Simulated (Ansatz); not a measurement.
# Be: phonons across the zone

Level of theory: DFT PBE, scalar-relativistic, plane waves, PAW in Ansatz 0.2.0. Cutoff 420 eV, 12×12×12 k-points (Γ-centred), Fermi-Dirac smearing of 0.15 eV. No spin polarisation. Phonons by linear response, acoustic sum rule imposed.

Relaxed structure:
```yaml
crystal:
  lattice:
    - [3.00112, 1.73270, 2.10226]
    - [-3.00112, 1.73270, 2.10226]
    - [0.00000, -3.46540, 2.10226]
  atoms:
    - { symbol: Be, position: [0.80603, 0.19397, 0.50000] }
    - { symbol: Be, position: [0.69399, 0.30601, 0.00000] }
    - { symbol: Be, position: [0.25003, 0.25003, 0.25003] }
    - { symbol: Be, position: [0.19397, 0.50000, 0.80603] }
    - { symbol: Be, position: [0.50000, 0.80603, 0.19397] }
    - { symbol: Be, position: [0.74997, 0.74997, 0.74997] }
    - { symbol: Be, position: [0.00000, 0.69399, 0.30601] }
    - { symbol: Be, position: [0.30601, 0.00000, 0.69399] }
```

It was reached by relaxing an invented guess, and it needn't be the stable form of this composition. In a metal, frequencies and elastic constants depend on the k mesh and the smearing, soft modes and shear constants most. Some empty bands missed the eigensolver's threshold. The q mesh is coarse, so values between its points are rough. This form isn't the element's ground state: it lies 42 meV/atom above the standard structure at this level.

Force constants from linear response on a 2×2×2 q mesh.

Path: Γ–L–T–P0 | P2–Γ–F. Only the points of the 2×2×2 mesh were computed; the rest is interpolation, which is rough on so few points. On the mesh no mode is imaginary. Distance along the path (Å⁻¹), then the branches (cm⁻¹, negative for imaginary):
```
0.000  0 0 0 56 249 359 359 387 427 427 456 474 550 595 595 598 598 601 601 662 662 690 726 726
0.196  85 87 91 124 258 359 362 387 425 426 456 473 548 569 569 592 595 618 632 660 662 693 726 729
0.392  139 159 170 231 289 359 372 387 415 427 455 471 528 537 557 588 588 617 653 662 670 696 728 735
0.587  180 197 241 299 330 363 381 393 404 433 451 469 502 505 553 571 590 606 657 662 686 697 734 739
0.783  201 201 295 295 355 355 383 383 438 438 459 459 483 483 555 555 597 597 659 659 695 695 740 740
1.045  210 210 299 299 355 355 396 396 425 425 457 457 492 492 556 556 594 594 658 658 698 698 737 737
1.307  230 230 316 316 348 348 386 386 439 439 454 454 509 510 556 556 593 593 656 656 698 698 730 730
1.568  249 249 337 337 344 344 360 360 448 448 461 461 531 531 562 562 594 594 655 655 682 682 730 730
1.830  257 257 339 339 339 339 366 366 450 450 450 450 563 563 563 563 589 589 660 660 660 660 731 732
1.896  256 258 334 334 344 344 362 370 438 438 462 462 554 554 573 573 585 593 659 659 662 662 727 733
1.962  254 259 330 330 350 350 360 374 427 427 473 473 546 546 580 583 583 597 658 658 662 662 720 731
2.027  252 259 326 326 356 356 358 379 418 418 481 481 541 541 576 593 593 600 657 657 664 664 712 726
2.093  251 259 322 322 356 360 360 384 410 410 485 485 541 541 572 602 602 603 657 657 665 665 702 718
2.247  248 255 311 311 357 369 369 397 400 400 479 479 557 557 563 602 622 622 658 658 671 671 680 685
2.555  225 241 265 265 365 366 367 421 421 424 463 463 525 560 587 587 591 638 638 664 664 673 712 712
2.863  160 185 185 216 357 357 367 387 446 446 448 482 482 504 562 594 594 644 644 671 671 684 734 734
3.171  67 67 78 101 259 358 358 387 430 430 457 475 552 561 561 595 595 628 628 664 664 689 728 728
3.455  51 56 74 91 251 359 362 387 424 425 454 473 548 588 588 598 600 606 607 658 661 692 726 726
3.717  144 146 161 252 267 367 381 390 410 413 446 460 528 574 574 591 609 620 628 647 656 699 721 727
3.979  200 216 247 300 332 358 370 405 429 434 436 448 493 560 566 582 624 635 645 645 650 691 703 730
4.240  226 243 307 320 347 352 369 399 402 412 460 471 530 554 566 578 623 640 643 649 662 678 678 733
```
